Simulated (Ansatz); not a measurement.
# Residual resistivity of an alloy: Al(111) with 4 layers of random Al-Nb, 2x2, part 2 of 2

Aim: the residual resistivity of a random alloy, from Al(111) with 4 layers of random Al-Nb, 2x2 and longer regions.

Ansatz 0.2.0; Ansatz plane-wave DFT, PBE, PAW files; ballistic transport by layer matching (Landauer), zero bias; PAW set soft_1.

So far. Step 3 (With 8 alloy layers): Over the solved energies the transmission per spin lies between 1.67 and 1.83, out of 5.48 channels of the lead on average (up to 5.59).

### 4. With 12 alloy layers

In 12 layers a share of 0.125 of the sites is given to Nb at random. A fresh draw is used; the growth of the resistance with length is what counts.

System of this step: Al(111) with 12 layers of random Al-Nb, 2x2. The cell holds 72 atoms: 66 Al and 6 Nb. Its edges and angles: a = 5.725 Å, b = 5.725 Å, c = 42.068 Å, α = 90.0°, β = 90.0°, γ = 120.0°. It derives from Al. Regions: lead, 24 atoms (24 Al); scattering region, 48 atoms (42 Al and 6 Nb). The structure is stacked along c, and the current runs across the ab planes.

File input.yaml:

```yaml
crystal:
  lattice:
    - [5.7246940741, 0.0, 0.0]
    - [-2.862347037, 4.957730497, 0.0]
    - [0.0, 0.0, 42.0677382451]
  atoms:
    - { symbol: Al, position: [0.0, 0.0, 0.0277777778] }
    - { symbol: Al, position: [0.0, 0.5, 0.0277777778] }
    - { symbol: Al, position: [0.5, 0.0, 0.0277777778] }
    - { symbol: Al, position: [0.5, 0.5, 0.0277777778] }
    - { symbol: Al, position: [0.1666666667, 0.3333333333, 0.0833333333] }
    - { symbol: Al, position: [0.1666666667, 0.8333333333, 0.0833333333] }
    - { symbol: Al, position: [0.6666666667, 0.3333333333, 0.0833333333] }
    - { symbol: Al, position: [0.6666666667, 0.8333333333, 0.0833333333] }
    - { symbol: Al, position: [0.3333333333, 0.1666666667, 0.1388888889] }
    - { symbol: Al, position: [0.3333333333, 0.6666666667, 0.1388888889] }
    - { symbol: Al, position: [0.8333333333, 0.1666666667, 0.1388888889] }
    - { symbol: Al, position: [0.8333333333, 0.6666666667, 0.1388888889] }
    - { symbol: Al, position: [0.0, 0.0, 0.1944444444] }
    - { symbol: Al, position: [0.0, 0.5, 0.1944444444] }
    - { symbol: Al, position: [0.5, 0.0, 0.1944444444] }
    - { symbol: Al, position: [0.5, 0.5, 0.1944444444] }
    - { symbol: Al, position: [0.1666666667, 0.3333333333, 0.25] }
    - { symbol: Al, position: [0.1666666667, 0.8333333333, 0.25] }
    - { symbol: Al, position: [0.6666666667, 0.3333333333, 0.25] }
    - { symbol: Al, position: [0.6666666667, 0.8333333333, 0.25] }
    - { symbol: Al, position: [0.3333333333, 0.1666666667, 0.3055555556] }
    - { symbol: Al, position: [0.3333333333, 0.6666666667, 0.3055555556] }
    - { symbol: Al, position: [0.8333333333, 0.1666666667, 0.3055555556] }
    - { symbol: Al, position: [0.8333333333, 0.6666666667, 0.3055555556] }
    - { symbol: Al, position: [0.0, 0.0, 0.3611111111] }
    - { symbol: Nb, position: [0.0, 0.5, 0.3611111111] }
    - { symbol: Al, position: [0.5, 0.0, 0.3611111111] }
    - { symbol: Al, position: [0.5, 0.5, 0.3611111111] }
    - { symbol: Al, position: [0.1666666667, 0.3333333333, 0.4166666667] }
    - { symbol: Al, position: [0.1666666667, 0.8333333333, 0.4166666667] }
    - { symbol: Al, position: [0.6666666667, 0.3333333333, 0.4166666667] }
    - { symbol: Nb, position: [0.6666666667, 0.8333333333, 0.4166666667] }
    - { symbol: Al, position: [0.3333333333, 0.1666666667, 0.4722222222] }
    - { symbol: Al, position: [0.3333333333, 0.6666666667, 0.4722222222] }
    - { symbol: Nb, position: [0.8333333333, 0.1666666667, 0.4722222222] }
    - { symbol: Al, position: [0.8333333333, 0.6666666667, 0.4722222222] }
    - { symbol: Al, position: [0.0, 0.0, 0.5277777778] }
    - { symbol: Nb, position: [0.0, 0.5, 0.5277777778] }
    - { symbol: Al, position: [0.5, 0.0, 0.5277777778] }
    - { symbol: Al, position: [0.5, 0.5, 0.5277777778] }
    - { symbol: Al, position: [0.1666666667, 0.3333333333, 0.5833333333] }
    - { symbol: Al, position: [0.1666666667, 0.8333333333, 0.5833333333] }
    - { symbol: Nb, position: [0.6666666667, 0.3333333333, 0.5833333333] }
    - { symbol: Al, position: [0.6666666667, 0.8333333333, 0.5833333333] }
    - { symbol: Al, position: [0.3333333333, 0.1666666667, 0.6388888889] }
    - { symbol: Al, position: [0.3333333333, 0.6666666667, 0.6388888889] }
    - { symbol: Al, position: [0.8333333333, 0.1666666667, 0.6388888889] }
    - { symbol: Al, position: [0.8333333333, 0.6666666667, 0.6388888889] }
    - { symbol: Al, position: [0.0, 0.0, 0.6944444444] }
    - { symbol: Nb, position: [0.0, 0.5, 0.6944444444] }
    - { symbol: Al, position: [0.5, 0.0, 0.6944444444] }
    - { symbol: Al, position: [0.5, 0.5, 0.6944444444] }
    - { symbol: Al, position: [0.1666666667, 0.3333333333, 0.75] }
    - { symbol: Al, position: [0.1666666667, 0.8333333333, 0.75] }
    - { symbol: Al, position: [0.6666666667, 0.3333333333, 0.75] }
    - { symbol: Al, position: [0.6666666667, 0.8333333333, 0.75] }
    - { symbol: Al, position: [0.3333333333, 0.1666666667, 0.8055555556] }
    - { symbol: Al, position: [0.3333333333, 0.6666666667, 0.8055555556] }
    - { symbol: Al, position: [0.8333333333, 0.1666666667, 0.8055555556] }
    - { symbol: Al, position: [0.8333333333, 0.6666666667, 0.8055555556] }
    - { symbol: Al, position: [0.0, 0.0, 0.8611111111] }
    - { symbol: Al, position: [0.0, 0.5, 0.8611111111] }
    - { symbol: Al, position: [0.5, 0.0, 0.8611111111] }
    - { symbol: Al, position: [0.5, 0.5, 0.8611111111] }
    - { symbol: Al, position: [0.1666666667, 0.3333333333, 0.9166666667] }
    - { symbol: Al, position: [0.1666666667, 0.8333333333, 0.9166666667] }
    - { symbol: Al, position: [0.6666666667, 0.3333333333, 0.9166666667] }
    - { symbol: Al, position: [0.6666666667, 0.8333333333, 0.9166666667] }
    - { symbol: Al, position: [0.3333333333, 0.1666666667, 0.9722222222] }
    - { symbol: Al, position: [0.3333333333, 0.6666666667, 0.9722222222] }
    - { symbol: Al, position: [0.8333333333, 0.1666666667, 0.9722222222] }
    - { symbol: Al, position: [0.8333333333, 0.6666666667, 0.9722222222] }
kpoints:
  mp_grid: { grid: [5, 5, 1] }
hamiltonian:
  xc: pbe
  pseudopotentials: { kind: paw, azcp: { folder: soft_1 } }
scf:
  occupations: { method: fermi_dirac, width: 0.1 }
output:
  transmission:
    leads: [[0, 4]]
    kmesh: [10, 10]
    e_range: [-0.05, 0.05]
    de: 0.05
  write_potential: true
  write_density: true
  volumetric_format: npy
```

Command:

```bash
$ ansatz run input.yaml --threads 4 --pin off --max-ram 15360MiB --backend cpu --events-out ev --progress --plain --runs-dir out
```

Numbers of over 12 decimals in the logs are rounded to 6 here.

The program printed:

```text
[...]
Crystal: 72 atoms, lattice volume = 1193.945 Å³
Basis set: ecut = 420 eV, 23469 PW (Γ)
Bands: 210, of which v1, the nominal top of the filled ones, is band 138 counted from 1 (137 counted from 0)
Symmetry: 1 space group operations
[...]
k-points: 13 of 25 (time reversal used)
[...]
SCF iter   1: F=—  HF=-62801.034393 eV  |F-HF|=—  |Δ(HF+E_count)|=         —  Δρ=3.80e-2  dr2=3.92e1  ethr=3.10e-3  ⟨swp⟩=6.2  Hψ=12774  notcnv=0  defer=28
[...]
SCF iter  10: F=-62794.306325 eV  HF=-62794.306325 eV  |F-HF|=9.57e-9  |Δ(HF+E_count)|=   1.04e-8  Δρ=3.61e-7  dr2=9.93e-9  ethr=3.62e-11  ⟨swp⟩=12.2  Hψ=9268  notcnv=0
SCF 1 converged in 10 iterations: F = -62794.306325 eV  dr2 = 9.93e-9
[...]
transmission: 312 of 3068 steps passed
transmission: 621 of 3068 steps passed
[...]
transmission: 3068 of 3068 steps passed
SCF converged after 10 iterations
Free energy (F): -62794.306325 eV
[...]
Internal energy: -62793.158899 eV  (E = F + TS)
E sigma→0 (E₀):  -62793.732612 eV
Entropy (-TS):   -1.147426 eV (-15.936 meV/atom)
Fermi energy:    8.909242 eV
[...]
--- Band table (eV; the first three rows and the last of 13) ---
  k-point 0: bands = [... 134 lower, 7.9720, 8.0818, 8.1409, 8.2303, 8.2918, 8.3461, 8.4092, 8.4552, ... 68 higher]
  k-point 1: bands = [... 134 lower, 8.2225, 8.2789, 8.3267, 8.3833, 8.4888, 8.5622, 8.6241, 8.7013, ... 68 higher]
  k-point 2: bands = [... 134 lower, 8.9381, 8.9797, 8.9992, 9.0336, 9.0815, 9.0953, 9.1777, 9.2082, ... 68 higher]
  k-point 12: bands = [... 134 lower, 8.6380, 8.7389, 8.7801, 8.8926, 8.9154, 8.9679, 9.0018, 9.0420, ... 68 higher]
--- Transmission ---
  basis      : 253 plane waves across, 59 finite elements along
  points     : 52, standing for a mesh of 10 x 10
[...]
channels       : 5.590000e0 a spin
[...]
junction   : crystal 0 to crystal 0, 1.64 to 41.37 Å
    transmission   : 1.384572e0 a spin
[...]
```

It took 15 min on 4 threads of Arm Neoverse V1, shared host; peak memory 5.6 GiB.

This step gave:

- free energy: -62794.3063 eV
- energy at zero smearing: -62793.7326 eV
- Fermi energy: 8.909 eV
- transmission per spin nearest the Fermi level: 1.385
- step of the lead's potential: 11.5 meV

Per spin. Table of transmission, zone mean by energy, zero at the Fermi level:

| energy (eV) | transmission, zone mean |
| --- | --- |
| -0.0500 | 1.36 |
| 0.0000 | 1.38 |
| 0.0500 | 1.43 |

Over the solved energies the transmission per spin lies between 1.36 and 1.43, out of 5.49 channels of the lead on average (up to 5.59).

### 5. The fit

This step: Ansatz plane-wave DFT, PBE, PAW files; ballistic transport by layer matching (Landauer), zero bias; residual resistivity from the slope of the area resistance, atoms on the host's lattice; PAW set soft_1 (Ansatz 0.2.0).

Numbers from this step:

```
resistivity           : 64.99 µΩ cm
intercept             : 0.1594 fΩ m²
scatter about the fit : 0.02218 fΩ m²
```

Resistance, by row:

```csv
run,length (Å),T,channels N,RA (fΩ m²)
n4,9.348,2.563,5.403,0.7513
n8,18.7,1.766,5.477,1.406
n12,28.05,1.391,5.49,1.966
```

Area resistance against length of the alloy:

```csv
length of the alloy (Å),area resistance (fΩ m²)
9.35,0.751
18.70,1.41
28.05,1.97
```

The area resistance goes from 0.75 to 2.0 fΩ m² between 9.3 and 28.0 Å, a slope of 65 µΩ cm.

By hand from the end points: (1.966 − 0.7513) fΩ m² / (28.05 − 9.35) Å = 65 µΩ cm, since 1 fΩ m² per Å is 1000 µΩ cm.

### 6. Summary of results

```
resistivity from the slope  : 65.0 µΩ cm
area resistance over 9.35 Å : 0.751 fΩ m²
area resistance over 18.7 Å : 1.41 fΩ m²
area resistance over 28.0 Å : 1.97 fΩ m²
```

What this shows: The slope gives 65 µΩ cm. The points scatter by 0.022 fΩ m² about the line, with one random draw a length in a 2x2 cell, so the slope is a rough value. The lead's own channel count moves between the runs (5.40, 5.48 and 5.49), which shifts RA and the slope too. Read with a model of isotropic scattering on a spherical Fermi surface and the lead's 1.5×10¹⁵ S/m², this slope means a mean free path near 7.9 Å; over these lengths the model's slope is within 3 % of its bulk resistivity. The draw over the shortest length came out nearly ordered, with 8 symmetry operations, so that point is a poor sample of a random alloy. The atoms sit on the host's lattice, so scattering by size misfit is left out.

[Logs are printed without paths, hosts, clocks, repeated set-up lines and the standing remarks that a program may print on its own settings, such as how far it seeks lower states.]

[Hosts, paths, dates, database ids (printed as entryN), source tags and the programs' standing remarks are cut or masked in the printed files.]
